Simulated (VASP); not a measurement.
Here is a VASP 6.6.1 calculation.

File INCAR:

```
PREC = Accurate
ENCUT = 600
EDIFF = 1E-6
ISMEAR = 0
SIGMA = 0.02
LREAL = False
LASPH = True
NELM = 60
ALGO = Normal
ISIF = 3
LWAVE = False
LCHARG = False
GGA = PS
IBRION = 2
NSW = 60
EDIFFG = -0.01
KPAR = 4
```

The input KPOINTS:

```
regular mesh
0
Gamma
  4 4 4
```

Contents of POSCAR:

```
Ge2Sb2Te5
1.0
    6.8391360000     -3.0660060000      0.0000000000
    6.8391360000      3.0660060000      0.0000000000
   -6.8309770000      0.0000000000      6.8476090000
Te Sb Ge
5 2 2
Direct
    0.5947020000      0.5947020000      0.3864330000
    0.7952880000      0.7952880000      0.1961120000
    0.0083240000      0.0083240000      0.0064350000
    0.2065190000      0.2065190000      0.8098030000
    0.3999590000      0.3999590000      0.5971180000
    0.9017080000      0.9017080000      0.5878730000
    0.1118700000      0.1118700000      0.4173520000
    0.2842870000      0.2842870000      0.1878300000
    0.4973430000      0.4973430000      0.0110440000
```

Potentials or basis: VASP PAW PBE potentials, release 64 (Te, Sb, Ge_d).

Run with:

```bash
$ cat potpaw_PBE.64/Te/POTCAR potpaw_PBE.64/Sb/POTCAR potpaw_PBE.64/Ge_d/POTCAR > POTCAR
$ mpirun -np 4 vasp_std > vasp.out
```

(1) Predict the space group after relaxing (to 0.05 Å).

(2) What does it give for the relaxed volume?

(3) Predict the relaxed cell.

(4) Predict the band gap on the k mesh.

## Answers

(1) Cm (No. 8).

(2) 30.06 Å³/atom.

(3) a = 7.383 Å, b = 7.383 Å, c = 9.540 Å, α = 130.73°, β = 130.73°, γ = 48.02°.

(4) 0.24 eV, indirect (least direct gap 0.27 eV).

Caveat: the PAW data sets were made with another functional, which shifts forces and pressure a little; spin-orbit coupling is left out, which moves the levels of the heavy elements.
